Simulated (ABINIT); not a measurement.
Here is an ABINIT 10.8.3 (patched build) calculation.

run.abi

```
pp_dirpath "./"
pseudos "Cd_ONCV_PBE-1.2.upf, Se_ONCV_PBE-1.2.upf"

acell 4.3 4.3 7.02 Angstrom
rprim
     1.0000000000     0.0000000000     0.0000000000
    -0.5000000000     0.8660254038     0.0000000000
     0.0000000000     0.0000000000     1.0000000000
ntypat 2
znucl 48 34
natom 4
typat 1 1 2 2
xcart
     4.0629111684     2.3457228563     6.6329386974
    -0.0000000004     4.6914457133     0.0000000000
     4.0629111684     2.3457228563    11.7403014945
    -0.0000000004     4.6914457133     5.1073627970

ecut 22.0

kptopt 1
ngkpt 6 6 3
nshiftk 1
shiftk 0.0 0.0 0.0

ixc 11

nband 32
occopt 3
tsmear 0.05 eV

nstep 100
tolvrs 1.0e-10

iomode 3
prtwf 0
prteig 0
prtebands 0
enunit 2
prtvol 2
prtden 1
prtvha 1
prtvclmb 1
prtpot 1
prtelf 1
```

Potentials or basis: SG15 NC PBE v1.2.

Run with:

```console
$ abinit run.abi > log 2>&1
```

(1) What does it give for the largest force?

(2) Estimate the band gap on the k mesh.

(3) What does it give for the pressure?

Answers

(1) 0.289 eV/Å.

(2) 0.69 eV, direct.

(3) 3.2 GPa.

**Experimental background.**

From a printed reference work, data compilation, for a bulk crystal of CdSe at 2 K: band gap 1.841 eV.

Measured gap of CdSe: 1.841 eV (2 K; a printed reference work, data compilation). This calculation gives 0.69 eV (-1.15 eV). So large a miss can be the level of theory's own, or it may mean another phase, state or a wrong row. Spin-orbit coupling on Cd, Se is left out. The value is that of PBE, without temperature or zero-point motion. Semilocal functionals fall short of measured gaps as a rule.
